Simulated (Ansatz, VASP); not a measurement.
**Al in VASP and in Ansatz**

File INCAR:

```
  PREC = Accurate
  ENCUT = 520
  EDIFF = 1E-7
  ISMEAR = 0
  SIGMA = 0.15
  LREAL = F
  LASPH = T
  NELM = 80
  ALGO = Normal
  ISIF = 2
  LWAVE = F
  LCHARG = F
  GGA = PS
  NBANDS = 10
```

Contents of KPOINTS:

```
Automatic mesh
0
Gamma
  21 21 10
```

The input POSCAR:

```
Al
1.0
    2.6015212001      0.0000000000      0.0000000000
   -1.3007606000      2.2529834478      0.0000000000
    0.0000000000      0.0000000000      4.8668500000
Al
2
Direct
    0.6666666667      0.3333333333      0.7500000000
    0.3333333333      0.6666666667      0.2500000000
```

Input for Ansatz:

```yaml
crystal:
  lattice:
    - [2.6015212001, 0.0, 0.0]
    - [-1.3007606, 2.2529834478, 0.0]
    - [0.0, 0.0, 4.86685]
  atoms:
    - { symbol: Al, position: [0.6666666667, 0.3333333333, 0.75] }
    - { symbol: Al, position: [0.3333333333, 0.6666666667, 0.25] }
basis:
  ecutwfc: 420
kpoints:
  mp_grid: { grid: [21, 21, 10] }
hamiltonian:
  xc: pbesol
scf:
  occupations: { method: gaussian, width: 0.15 }
output:
  forces: true
  stress: true
  eigenvalues: true
```

Change from the starting cell: strain -0.0750 x Voigt [1, 1, 0, 0, 0, 0], atoms carried along.

Alike in both runs: task single point; functional PBEsol; k mesh 21 × 21 × 10; occupations gaussian, width 0.15 eV; no spin polarisation.

|  | VASP | Ansatz |
| --- | --- | --- |
| version | VASP 6.6.1 | Ansatz 0.2.0 |
| potentials or method | VASP PAW PBE potentials, release 64 (Al) | scalar-relativistic, plane waves, PAW |
| plane-wave cutoff (eV) | 520 | 420 |
| valence electrons in the cell | 6 | 6 |

|  | VASP | Ansatz | Ansatz less VASP |
| --- | --- | --- | --- |
| gap on the k mesh at the Fermi level (eV) | none | none | - |
| pressure (GPa) | 17.4 | 17.2 | -0.14 |
| largest component of the traceless stress (GPa) | 12.42 | 12.33 | -0.090 |

A gap of «none» marks a metal or a gap that the smearing closes.

Caveats: so large a pressure means that the cell lies far from this level's equilibrium, or that cutoff or potentials fall short (VASP); the potentials were made for another functional, which shifts forces and pressure (VASP).
